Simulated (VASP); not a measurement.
# ZnO, self-consistent run: which settings are enough?

ZnO, P6_3/mmc (no. 194), 4 atoms in the cell. LAK; PAW potentials Zn, O (PBE set). VASP 6.6.1.

Wanted: energy within 0.2 meV/atom; levels at the zone centre within 0.003 eV.

What the run is for: comparing ways to start; Accuracy asked: tight.

Levels at the zone centre: counted from the valence top at that point.

POSCAR:
```
ZnO
1.0
    3.2879671587      0.0000000000      0.0000000000
   -1.6439835793      2.8474630862      0.0000000000
    0.0000000000      0.0000000000      7.1304413500
Zn O
2 2
Direct
    0.0000000000      0.0000000000      0.2500000000
    0.0000000000      0.0000000000      0.7500000000
    0.6666666667      0.3333333333      0.7500000000
    0.3333333333      0.6666666667      0.2500000000
```

## How the run starts (with a second run first, the time holds both)

| How the run starts (with a second run first, the time holds both) | Energy less reference (meV/atom) | Levels at the zone centre, largest deviation (eV) | Time (s) |
|---|---|---|---|
| from scratch: 23 SCF iterations | 0.00 | 0.0000 | 288 |
| PBE orbitals (WAVECAR): 14 + 14 SCF iterations | 0.00 | 0.0001 | 227 |
| PBE density (CHGCAR): 14 + 35 SCF iterations | 0.00 | 0.0009 | 438 |
| loose PBE orbitals: 11 + 11 SCF iterations | 0.00 | 0.0003 | 176 |

Chosen: loose PBE orbitals: 11 + 11 SCF iterations, the fastest of those that stay within half of the tolerance.

## All choices together

| Input | Energy less reference (meV/atom) | Levels at the zone centre, largest deviation (eV) | Time (s) |
|---|---|---|---|
| chosen settings | 0.00 | 0.0003 | 176 |
| reference settings throughout | 0.00 | 0.0000 | 288 |

The tolerance is met.

Values of the reference run: Levels at the zone centre: 0, 0, 1.097 eV from the valence top at Gamma.

## The input

INCAR.step1:
```
SYSTEM = ZnO
  ISMEAR = 0
  SIGMA = 0.03
  LWAVE = .True.
  LCHARG = .True.
  ISIF = 2
  PREC = Accurate
  LASPH = .True.
  LREAL = .False.
  ALGO = Normal
  EDIFF = 0.001
  NELM = 120
  GGA_COMPAT = .False.
  ENCUT = 580
  EFERMI = MIDGAP
  GGA = PE
```

INCAR.step2, as INCAR.step1 but for:
```
- LWAVE = .True.
- LCHARG = .True.
- EDIFF = 0.001
- GGA = PE
+ METAGGA = LAK
+ LWAVE = .False.
+ LCHARG = .False.
+ EDIFF = 1E-6
+ LMIXTAU = .True.
+ ISTART = 1
```

KPOINTS:
```
k-points
0
Gamma
  8 8 4
```

Commands (each step's output is kept before the next begins):
```
cat potpaw_PBE.64/Zn/POTCAR potpaw_PBE.64/O/POTCAR > POTCAR
cp INCAR.step1 INCAR
mpirun -np 1 vasp_std > vasp.out
cp INCAR.step2 INCAR
mpirun -np 1 vasp_std > vasp.out
```

The chosen input took VASP 6.6.1 176 s on 1 core (AMD EPYC 9R14 (Zen 4)), a shared host.
